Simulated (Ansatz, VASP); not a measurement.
**InSb: VASP beside Ansatz**

INCAR

```
SYSTEM = InSb
PREC = Accurate
ENCUT = 520
EDIFF = 1E-6
ISMEAR = 0
SIGMA = 0.15
LREAL = .False.
LASPH = .True.
NELM = 80
ALGO = Normal
ISIF = 2
LWAVE = .False.
LCHARG = .False.
GGA = PE
NBANDS = 16
```

Contents of KPOINTS:

```
Automatic mesh
0
Gamma
  12 12 12
  0 0 0
```

Contents of POSCAR:

```
InSb
1.0
    0.0000000000      3.2391000000      3.2714910000
    3.2391000000      0.0000000000      3.2714910000
    3.2391000000      3.2391000000      0.0000000000
In Sb
1 1
Direct
    0.0000000000      0.0000000000      0.0000000000
    0.7500000000      0.7500000000      0.7500000000
```

Input for Ansatz:

```yaml
crystal:
  lattice:
    - [0.0, 3.2391, 3.271491]
    - [3.2391, 0.0, 3.271491]
    - [3.2391, 3.2391, 0.0]
  atoms:
    - { symbol: In, position: [0.0, 0.0, 0.0] }
    - { symbol: Sb, position: [0.75, 0.75, 0.75] }
basis:
  ecutwfc: 420
kpoints:
  mp_grid: { grid: [12, 12, 12] }
hamiltonian:
  xc: pbe
scf:
  occupations: { method: gaussian, width: 0.15 }
output:
  forces: true
  stress: true
  eigenvalues: true
```

Change from the starting cell: strain +0.0100 x Voigt [0, 0, 1, 0, 0, 0], atoms carried along.

Alike in both runs: task single point; functional PBE; k mesh 12 × 12 × 12; occupations gaussian, width 0.15 eV; no spin polarisation.

|  | VASP | Ansatz |
| --- | --- | --- |
| version | VASP 6.6.1 | Ansatz 0.2.0 |
| potentials or method | VASP PAW PBE potentials, release 64 (In_d, Sb) | scalar-relativistic, plane waves, PAW |
| plane-wave cutoff (eV) | 520 | 420 |
| valence electrons in the cell | 18 | 28 |

|  | VASP | Ansatz | Ansatz less VASP |
| --- | --- | --- | --- |
| gap on the k mesh at the Fermi level (eV) | none | none | - |
| pressure (GPa) | 2.6 | 2.6 | +0.03 |
| largest component of the traceless stress (GPa) | 0.17 | 0.17 | 0.000 |

A gap of «none» marks a metal or a gap that the smearing closes. The functional is the same, so the differences come from potentials, cutoffs and numerics. The two sets of potentials don't hold the same shells in valence.

Spin-orbit coupling is left out, which matters for the levels of Sb.
